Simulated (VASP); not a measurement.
**CdTe: band structure with r2SCAN**

**Measured values to compare with.**

A printed reference work, data compilation reports, for a bulk crystal of CdTe at 0 K: band gap 1.607 eV.

CdTe:

```
Cd Te
1.0
     0.00000    3.24780    3.24780
     3.24780    0.00000    3.24780
     3.24780    3.24780    0.00000
Cd Te
1 1
Direct
  0.00000 0.00000 0.00000
  0.25000 0.25000 0.25000
```

| Quantity | Value |
| --- | --- |
| Program | VASP 6.6.1 |
| Task | band structure |
| Functional | r2SCAN |
| Potentials or basis | VASP PAW PBE potentials, release 64 (Cd, Te) |
| Cutoff | 520 eV |
| k mesh | 8 × 8 × 8 |
| Occupations | gaussian, width 0.03 eV |
| Spin | no spin polarisation |
| Further INCAR settings | ALGO = Normal; EDIFF = 1e-07; NBANDS = 16 |

```
Pressure                : 1.3 GPa
Band gap on the k mesh  : 1.25 eV, direct
Band gap along the path : 1.25 eV, direct
```

Levels at the corners of the path, in eV from the valence-band top:
```
point  band 5  band 6  band 7  band 8  band 9  band 10  band 11  band 12  band 13  band 14
    Γ   -8.26   -8.26    0.00    0.00    0.00     1.25     5.03     5.03     5.03     7.92
    X   -8.23   -7.74   -4.32   -1.89   -1.89     2.89     2.99     9.43     9.78     9.78
    X   -8.23   -7.74   -4.32   -1.89   -1.89     2.89     2.99     9.43     9.78     9.78
    W   -8.26   -7.66   -4.18   -2.36   -2.22     4.65     4.95     6.09     6.70    10.34
    W   -8.26   -7.66   -4.18   -2.36   -2.22     4.65     4.95     6.09     6.70    10.34
    K   -8.24   -7.70   -4.21   -2.59   -1.56     3.22     4.87     7.82     7.97     8.38
    K   -8.24   -7.70   -4.21   -2.59   -1.56     3.22     4.87     7.82     7.97     8.38
    Γ   -8.26   -8.26    0.00    0.00    0.00     1.25     5.03     5.03     5.03     7.92
    Γ   -8.26   -8.26    0.00    0.00    0.00     1.25     5.03     5.03     5.03     7.92
    L   -8.25   -7.89   -4.46   -0.78   -0.78     2.23     5.59     5.59     7.41     9.21
    L   -8.25   -7.89   -4.46   -0.78   -0.78     2.23     5.59     5.59     7.41     9.21
    U   -8.24   -7.70   -4.21   -2.59   -1.56     3.22     4.87     7.82     7.97     8.38
    U   -8.24   -7.70   -4.21   -2.59   -1.56     3.22     4.87     7.82     7.97     8.38
    W   -8.26   -7.66   -4.18   -2.36   -2.22     4.65     4.95     6.09     6.70    10.34
    W   -8.26   -7.66   -4.18   -2.36   -2.22     4.65     4.95     6.09     6.70    10.34
    L   -8.25   -7.89   -4.46   -0.78   -0.78     2.23     5.59     5.59     7.41     9.21
    L   -8.25   -7.89   -4.46   -0.78   -0.78     2.23     5.59     5.59     7.41     9.21
    K   -8.24   -7.70   -4.21   -2.59   -1.56     3.22     4.87     7.82     7.97     8.38
    U   -8.24   -7.70   -4.21   -2.59   -1.56     3.22     4.87     7.82     7.97     8.38
    X   -8.23   -7.74   -4.32   -1.89   -1.89     2.89     2.99     9.43     9.78     9.78
```

Wall time 4.9 min on 1 thread of Intel(R) Xeon(R) Platinum 8488C (Sapphire Rapids) (shared host), peak memory 0.23 GiB.

Measured gap of CdTe: 1.607 eV (0 K; a printed reference work, data compilation). This calculation gives 1.25 eV (-0.36 eV). Spin-orbit coupling on Cd, Te is left out. The value is that of r2SCAN, without temperature or zero-point motion.

Caveat: the PAW data sets were made with another functional, which shifts forces and pressure a little; spin-orbit coupling is left out, which moves the levels of the heavy elements.
